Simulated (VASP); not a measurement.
Write the native input for VASP 6.6.1 that does the following.

- Task: single point
- Functional: PBE
- Dispersion: D3(BJ)
- Potentials or basis: VASP PAW PBE potentials, release 64 (Sn_d, Se)
- Cutoff: 520 eV
- k mesh: 10 × 10 × 10
- Occupations: gaussian, width 0.01 eV
- Spin: no spin polarisation
- Dipole correction: no
- Further INCAR settings: ALGO = Normal; EDIFF = 1e-07; NBANDS = 17

The structure of SnSe lies in POSCAR:

```
SnSe
1.0
    0.0000000000      2.9882565766      2.9882565766
    2.9882565766      0.0000000000      2.9882565766
    2.9882565766      2.9882565766      0.0000000000
Sn Se
1 1
Direct
    0.0000000000      0.0000000000      0.0000000000
    0.5000000000      0.5000000000      0.5000000000
```

Measurements of this composition are mostly on another form, of space group No. 62.

The cell isn't the ideal one: cell and atoms relaxed tightly for response.

These files were run (other wordings do the same):

INCAR

```
SYSTEM = SnSe
  PREC = Accurate
  ENCUT = 520
  EDIFF = 1E-7
  ISMEAR = 0
  SIGMA = 0.01
  LREAL = .False.
  LASPH = .True.
  NELM = 100
  ALGO = Normal
  ISIF = 2
  LWAVE = .False.
  LCHARG = .False.
  GGA = PE
  IVDW = 12
  NBANDS = 17
```

KPOINTS

```
Automatic mesh
0
Gamma
  10 10 10
  0 0 0
```

Potentials or basis: VASP PAW PBE potentials, release 64 (Sn_d, Se).

Command:

```console
$ cat potpaw_PBE.64/Sn_d/POTCAR potpaw_PBE.64/Se/POTCAR > POTCAR
$ mpirun -np 1 vasp_std > vasp.out
```

It gave:

* Pressure: 0.0 GPa
* Band gap on the k mesh: 0.52 eV, indirect (least direct gap 0.64 eV)
* Dispersion energy per atom: -0.361 eV

Caveat: spin-orbit coupling is left out, which moves the levels of the heavy elements.

It took 22 s on 1 thread of AMD EPYC 9R45 (Zen 5), with other jobs on the host, peak memory 0.17 GiB.
